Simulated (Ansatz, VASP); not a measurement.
# Cross-check of Al2O3 between VASP and Ansatz, part 2 of 2

One calculation is typed for both programs; each brings its own data sets. How far apart do they land? Of the first pair: The structure shown is frame 237 of Ansatz's trajectory.

VASP 6.6.1 and Ansatz 0.2.0.

So far. Step 3 (VASP: single point, PBE, pair 1): The run ends at a pressure of 3.50 GPa, with forces up to 9.8 eV/Å.

## (6) VASP: single point, PBE, pair 2

Level of this step: PBE; plane waves and PAW (Al, O) (VASP).

The same cell, functional, mesh and smearing now go to VASP, with its own data sets.

Input file INCAR:

```
SYSTEM = Al2O3
PREC = Accurate
ENCUT = 520
EDIFF = 1E-06
NELM = 120
ISMEAR = -1
SIGMA = 0.207
LREAL = Auto
ALGO = Normal
GGA = PE
NBANDS = 384
LORBIT = 11
LWAVE = .FALSE.
LCHARG = .FALSE.
ISIF = 2
LASPH = .TRUE.
GGA_COMPAT = .FALSE.
EFERMI = MIDGAP
NCORE = 4
```

Input file POSCAR:

```
Al2O3
1.0
   11.1615000000      0.0000000000      0.0000000000
    0.0000000000     11.1615000000      0.0000000000
    0.0000000000      0.0000000000     11.1615000000
Al O
48 72
Direct
    0.6299153340      0.7884065762      0.3983783542
    0.4943690364      0.3038659678      0.2146754468
    0.9345697263      0.6134659320      0.8832414998
    0.2692917619      0.7413519688      0.6745419522
    0.8064149084      0.1881467545      0.6724812973
    0.3429198584      0.0911526229      0.2188146754
    0.2675088474      0.0873807284      0.5502844600
    0.2658872015      0.5471128433      0.1839358509
    0.8277650853      0.4316713703      0.5801818752
    0.8851229673      0.3428213054      0.8887425525
    0.8456659051      0.8517224387      0.8782780092
    0.8104824620      0.7092236707      0.6379608476
    0.4387582314      0.3172064687      0.4763338261
    0.9713031403      0.4708327734      0.1344622139
    0.0379250101      0.5425525243      0.6457734176
    0.0489002374      0.9184697397      0.5709626842
    0.2464722484      0.0370201138      0.9731308516
    0.7229942212      0.2833848497      0.4151054966
    0.5018590691      0.1138735833      0.8062088429
    0.6836357120      0.5478743896      0.8058863056
    0.0638175872      0.2447430901      0.2962594633
    0.4858576356      0.5769296242      0.3032388120
    0.6197016530      0.0743090086      0.5303050665
    0.2475025758      0.8364556735      0.4048291000
    0.8193343189      0.9546118353      0.4850871299
    0.7904045155      0.8992608520      0.1611342561
    0.6612910451      0.0892711553      0.2329883976
    0.0660663889      0.5773955114      0.3504815661
    0.6744881960      0.4497961743      0.1112932850
    0.1642879541      0.3397751198      0.9912108588
[... 84 atom lines left out ...]
    0.3860681808      0.1486359360      0.4563723514
    0.5278591587      0.0271468889      0.6684047843
    0.6920754379      0.2358016396      0.7705236751
    0.2595618868      0.7437978766      0.5329659992
    0.0780181875      0.5602024817      0.8243605250
    0.5785960668      0.2357747615      0.5196971733
```

Input file KPOINTS:

```
Automatic mesh
0
Gamma
1 1 1
0 0 0
```

The projector-augmented-wave data sets are Al and O (PBE family, release 64).

On the command line:

```sh
mpirun -np 16 vasp_gam
```

Numbers of over 12 decimals in the logs are rounded to 6 here.

The log of the run:

```text
[... set-up lines as in an earlier step ...]
 entering main loop
       N       E                     dE             d eps       ncg     rms          rms(c)
DAV:   1     0.480322195021E+04    0.48032E+04   -0.33335E+05   776   0.147E+03
DAV:   2    -0.514486704553E+03   -0.53177E+04   -0.50864E+04   944   0.349E+02
DAV:   3    -0.963676162779E+03   -0.44919E+03   -0.44475E+03   912   0.106E+02
DAV:   4    -0.972150549345E+03   -0.84744E+01   -0.84331E+01   904   0.158E+01
[...]
DAV:  16    -0.835179267471E+03   -0.10253E-04   -0.39976E-05   872   0.192E-02    0.920E-03
DAV:  17    -0.835179268366E+03   -0.89414E-06   -0.22468E-05   904   0.122E-02    0.654E-03
DAV:  18    -0.835179268682E+03   -0.31654E-06   -0.56217E-06   832   0.511E-03
   1 F= -.83517927E+03 E0= -.83506312E+03  d E =-.232293E+00
```

Parts of OUTCAR (step 6):

```text
  Total      -27.3343150     16.7401802    -22.6468106     11.8618832      7.0337691     12.9182500
  in kB      -31.4956871     19.2887027    -26.0945577     13.6677346      8.1045891     14.8849224
  external PRESSURE =     -12.7671807 kB  Pullay stress =       0.0000000 kB

  FREE ENERGIE OF THE ION-ELECTRON SYSTEM (eV)
  ---------------------------------------------------
  free  energy   TOTEN  =      -835.1792686821 eV

  energy  without entropy=     -834.9469760619  energy(sigma->0) =     -835.06312237

[... 2 parts as in an earlier step ...]

[... 1 further part left out ...]
[key lines of the parts left out:]
E-fermi :   5.3483
```

The run ends at a pressure of -1.28 GPa, with forces up to 10 eV/Å.

## (7) Comparison

Forces on 8 of the 120 atoms, those with the largest forces and the largest differences (eV/Å; atoms numbered as in POSCAR):

| atom | Ansatz x, y, z | VASP x, y, z |
| --- | --- | --- |
| Al29 | -5.604, 4.523, -0.190 | -5.630, 4.524, -0.174 |
| Al33 | 4.143, -6.979, 1.458 | 4.154, -7.048, 1.476 |
| Al36 | -1.882, -6.437, 0.835 | -1.873, -6.545, 0.814 |
| O52 | 4.150, 2.817, 0.390 | 4.230, 2.879, 0.401 |
| O79 | -6.077, -0.443, -3.905 | -6.087, -0.438, -3.948 |
| O81 | -3.484, -5.845, -0.974 | -3.514, -5.921, -0.978 |
| O85 | 2.198, 8.555, 4.427 | 2.204, 8.696, 4.489 |
| O88 | 6.535, 1.531, 0.600 | 6.564, 1.538, 0.594 |

The forces differ by 24 meV/Å r.m.s., which is 1.3 % of the r.m.s. force of 1.883 eV/Å (both taken over all components).

## (8) Ansatz: dynamics, PBE

One frame of this run of dynamics is then solved in both programs, so the motion causes no difference.

The structure compared here is frame 700 of Ansatz's trajectory.

Input file input.yaml:

```yaml
crystal:
  lattice:
    - [11.1615, 0.0, 0.0]
    - [0.0, 11.1615, 0.0]
    - [0.0, 0.0, 11.1615]
  atoms:
    - { symbol: Al, position: [0.56427, 0.86158, 0.26571] }
    - { symbol: Al, position: [0.43168, 0.43046, 0.22682] }
    - { symbol: Al, position: [0.01426, 0.62812, 0.91328] }
    - { symbol: Al, position: [0.35741, 0.78034, 0.69979] }
    - { symbol: Al, position: [0.80077, 0.05216, 0.66309] }
    - { symbol: Al, position: [0.33529, 0.07872, 0.21796] }
    - { symbol: Al, position: [0.18105, 0.12052, 0.48332] }
    - { symbol: Al, position: [0.35864, 0.69288, 0.31229] }
    - { symbol: Al, position: [0.88668, 0.41787, 0.6082] }
    - { symbol: Al, position: [0.88828, 0.3343, 0.83924] }
    - { symbol: Al, position: [0.8356, 0.80575, 0.88652] }
    - { symbol: Al, position: [0.79096, 0.66951, 0.6171] }
    - { symbol: Al, position: [0.44359, 0.27159, 0.48371] }
    - { symbol: Al, position: [0.9893, 0.44736, 0.10359] }
    - { symbol: Al, position: [0.06045, 0.65454, 0.63417] }
    - { symbol: Al, position: [0.98096, 0.93163, 0.53285] }
    - { symbol: Al, position: [0.32427, 0.0683, 0.95115] }
    - { symbol: Al, position: [0.65666, 0.34482, 0.39621] }
    - { symbol: Al, position: [0.5018, 0.08863, 0.73809] }
    - { symbol: Al, position: [0.75361, 0.53952, 0.87128] }
    - { symbol: Al, position: [0.04977, 0.19693, 0.28257] }
    - { symbol: Al, position: [0.58779, 0.64456, 0.42664] }
    - { symbol: Al, position: [0.39763, 0.99223, 0.5192] }
    - { symbol: Al, position: [0.21525, 0.85054, 0.38224] }
    - { symbol: Al, position: [0.67045, 0.03136, 0.46941] }
    - { symbol: Al, position: [0.77987, 0.78193, 0.15362] }
    - { symbol: Al, position: [0.59011, 0.13906, 0.2072] }
    - { symbol: Al, position: [0.13425, 0.57657, 0.34309] }
    - { symbol: Al, position: [0.68251, 0.47529, 0.152] }
    - { symbol: Al, position: [0.25505, 0.29329, 0.08677] }
[... 84 atom lines left out ...]
    - { symbol: O, position: [0.34383, 0.13531, 0.39179] }
    - { symbol: O, position: [0.44514, 0.91278, 0.63752] }
    - { symbol: O, position: [0.70512, 0.20549, 0.79451] }
    - { symbol: O, position: [0.32398, 0.74348, 0.4444] }
    - { symbol: O, position: [0.09237, 0.60302, 0.78614] }
    - { symbol: O, position: [0.60801, 0.34309, 0.54888] }
kpoints:
  mp_grid: { grid: [1, 1, 1] }
hamiltonian:
  xc: pbe
scf:
  occupations: { method: fermi_dirac, width: 0.207 }
output:
  forces: true
  stress: true
md:
  timestep: 2.0
  n_steps: 700
  ensemble: nvt_nose_hoover
  temperature: 2400
  initial_velocities: maxwell_boltzmann
  seed: 7
```

On the command line:

```sh
ansatz run input.yaml --threads 8 --pin off --max-ram 15360MiB --backend cpu --events-out ev --progress --plain --runs-dir out
```

The log of the run:

```text
[...]
Crystal: 120 atoms, lattice volume = 1390.489 Å³
Basis set: ecut = 420 eV, 27201 PW (Γ), exchange–correlation on 150×150×150 points (8 copies of the dense FFT grid, shifted against one another)
Bands: 425, of which v1, the nominal top of the filled ones, is band 288 counted from 1 (287 counted from 0)
Symmetry: 1 space group operations
k-points: 1
[...]
atom 120  O      3.52277676     1.64954348    -2.46893173
  max |Σ_I F_I| component: 1.68e-4 eV/Å
--- Stress (GPa, compression-positive) ---
        4.285171      -1.570371       0.699194
       -1.570369       0.520685       1.751450
        0.699194       1.751445      -0.665625
  P = ⅓ Tr σ = 1.3801 GPa (13.801 kbar)
--- MD trajectory: 700 steps, t = 0.0 → 1400.0 fs ---
[...]
conserved energy: peak-to-peak 2.228e-1 eV (1.857e-3 eV/atom) over 1400.0 fs
[key lines of the parts left out:]
SCF converged after 11 iterations
Free energy (F): -66768.210417 eV
Fermi energy:    6.356322 eV
```

## (9) VASP: single point, PBE, pair 3

The same cell, functional, mesh and smearing now go to VASP, with its own data sets.

INCAR is that of step 6.

Input file POSCAR:

```
Al2O3
1.0
   11.1615000000      0.0000000000      0.0000000000
    0.0000000000     11.1615000000      0.0000000000
    0.0000000000      0.0000000000     11.1615000000
Al O
48 72
Direct
    0.6483447565      0.7419164091      0.3114276755
    0.5360569816      0.2885992026      0.1842046320
    0.9575684272      0.5866147023      0.9244366797
    0.3130851588      0.7378757335      0.6724096224
    0.8579581597      0.0922994221      0.6576177037
    0.3120727501      0.0770236975      0.1922501456
    0.2230614165      0.1339963267      0.4885364870
    0.2921650316      0.5574609148      0.1325180307
    0.8426645164      0.3362899252      0.5958607714
    0.9039645209      0.3515925279      0.8704116830
    0.7838910541      0.8722393943      0.8681987188
    0.8278994759      0.7686959638      0.6505935582
    0.4274156699      0.3543699324      0.4981319715
    0.9767773149      0.5167764189      0.1945885410
    0.0782869686      0.6490794248      0.6060744524
    0.0776060565      0.9373292120      0.5567083277
    0.2355686960      0.0688348340      0.9661694217
    0.6882229091      0.2113515209      0.4062625991
    0.5110782601      0.1313174752      0.8898714331
    0.7006405949      0.5225014559      0.7998566501
    0.1180396900      0.2352819961      0.2967701474
    0.4563633920      0.5307978318      0.3304842539
    0.5169108095      0.1274559871      0.6104645433
    0.2274604668      0.8394660216      0.3985127447
    0.6955068763      0.9601756036      0.4833400529
    0.8088787349      0.9047619048      0.1523182368
    0.6037808538      0.0605294987      0.1750571160
    0.1308426287      0.5904403530      0.3434932581
    0.7450790664      0.5059803790      0.1063745912
    0.1493078887      0.3311024504      0.0030103481
[... 84 atom lines left out ...]
    0.3811853246      0.1631949111      0.4878914124
    0.4539981185      0.0388388657      0.7618599651
    0.6078573668      0.2207230211      0.8271558482
    0.2727142409      0.7208977288      0.5125296779
    0.1028177216      0.5829324016      0.7446221386
    0.5657393719      0.2581731846      0.5425256462
```

KPOINTS is that of step 6.

On the command line:

```sh
mpirun -np 16 vasp_gam
```

The log of the run:

```text
[... set-up lines as in an earlier step ...]
 entering main loop
       N       E                     dE             d eps       ncg     rms          rms(c)
DAV:   1     0.478051043011E+04    0.47805E+04   -0.33409E+05   776   0.147E+03
DAV:   2    -0.522706950987E+03   -0.53032E+04   -0.50764E+04   944   0.349E+02
DAV:   3    -0.962197976580E+03   -0.43949E+03   -0.43507E+03   904   0.104E+02
DAV:   4    -0.970299491318E+03   -0.81015E+01   -0.80651E+01   904   0.155E+01
[...]
DAV:  17    -0.830225298085E+03    0.19291E-06   -0.34817E-05   912   0.156E-02    0.814E-03
DAV:  18    -0.830225298423E+03   -0.33822E-06   -0.11048E-05   864   0.647E-03    0.551E-03
DAV:  19    -0.830225298075E+03    0.34826E-06   -0.11154E-06   584   0.310E-03
   1 F= -.83022530E+03 E0= -.83014827E+03  d E =-.154057E+00
```

From OUTCAR (step 9):

```text
  Total       37.7419627      5.1040430     -5.4774899    -13.7278207     15.1015823      6.3216130
  in kB       43.4877935      5.8810817     -6.3113822    -15.8177420     17.4006450      7.2840145
  external PRESSURE =      14.3524977 kB  Pullay stress =       0.0000000 kB

 POSITION                                       TOTAL-FORCE (eV/Angst)
 -----------------------------------------------------------------------------------
      7.23650      8.28090      3.47600        -2.482603     -2.634444     -0.215465
      5.98320      3.22120      2.05600        -1.384932      1.889216      0.254214
     10.68790      6.54750     10.31810         1.345470      1.321732      1.642739
      3.49450      8.23580      7.50510        -0.491704      0.375214     -0.591902
      9.57610      1.03020      7.34000        -1.155442     -2.389222      0.252566
      3.48320      0.85970      2.14580         1.857499     -0.420148      3.773105
[...]
0.05250     10.24680      4.62350        -0.603948      0.889322      2.665962
      8.89800     10.04370      6.61030         0.283119      2.991507     -1.920364
      6.81040     10.08060      9.18280         4.241193     -2.715216      5.287748
      6.83340      0.77670     11.04860        -0.481377     -1.402008      1.591150
     10.99300      9.58410      2.09870         0.104527     -0.971741     -2.663342
      3.22490      6.34030      3.34510         0.062807     -0.142162     -0.396657
      5.33530      4.35290      3.32650         0.811984     -4.109759      0.788449
[...]
-----------------------------------------------------------------------------------
    total drift:                                0.039962     -0.010943     -0.000984

  FREE ENERGIE OF THE ION-ELECTRON SYSTEM (eV)
  ---------------------------------------------------
  free  energy   TOTEN  =      -830.2252980749 eV

  energy  without entropy=     -830.0712412723  energy(sigma->0) =     -830.14826967

[... 2 parts as in an earlier step ...]

[... 1 further part left out ...]
[key lines of the parts left out:]
E-fermi :   5.1722
```

The run ends at a pressure of 1.44 GPa, with forces up to 7.3 eV/Å.

## (10) Differences

Forces on 8 of the 120 atoms, those with the largest forces and the largest differences (eV/Å; atoms numbered as in POSCAR):

| atom | Ansatz x, y, z | VASP x, y, z |
| --- | --- | --- |
| Al15 | 3.758, -1.917, 1.826 | 3.843, -1.966, 1.819 |
| Al41 | -6.177, 1.968, -1.496 | -6.284, 1.942, -1.526 |
| O55 | -5.189, 1.721, -2.168 | -5.294, 1.770, -2.189 |
| O60 | -1.437, -5.352, 0.907 | -1.435, -5.416, 0.897 |
| O74 | 4.168, -2.705, 5.232 | 4.241, -2.715, 5.288 |
| O83 | 3.426, -4.233, 1.366 | 3.433, -4.249, 1.374 |
| O91 | -4.495, 2.605, 2.777 | -4.501, 2.603, 2.777 |
| O93 | 4.795, -4.481, -0.613 | 4.879, -4.520, -0.604 |

The forces differ by 27 meV/Å r.m.s., which is 1.4 % of the r.m.s. force of 1.980 eV/Å (both taken over all components).

## (11) Results

| Quantity | Value |
| --- | --- |
| r.m.s. force difference (single point, PBE, pair 1) | 1.4 % of the r.m.s. force |
| r.m.s. force difference (single point, PBE, pair 2) | 1.3 % of the r.m.s. force |
| r.m.s. force difference (single point, PBE, pair 3) | 1.4 % of the r.m.s. force |

**Reading.** The r.m.s. force difference is 1.4 % of the r.m.s. force (single point, PBE, pair 3), within the 3 % picked in this series as the mark of a large difference. Such differences can come from data sets, numerical settings and the points named under the comparisons, not from the functional's error against experiment.

[Lines on the potential files, build, host, timing and source positions are cut from VASP's logs without a mark.]

[Logs are printed without paths, hosts, clocks, repeated set-up lines and the standing remarks that a program may print on its own settings, such as how far it seeks lower states.]

[Hosts, paths, dates, database ids (printed as entryN), source tags and the programs' standing remarks are cut or masked in the printed files.]
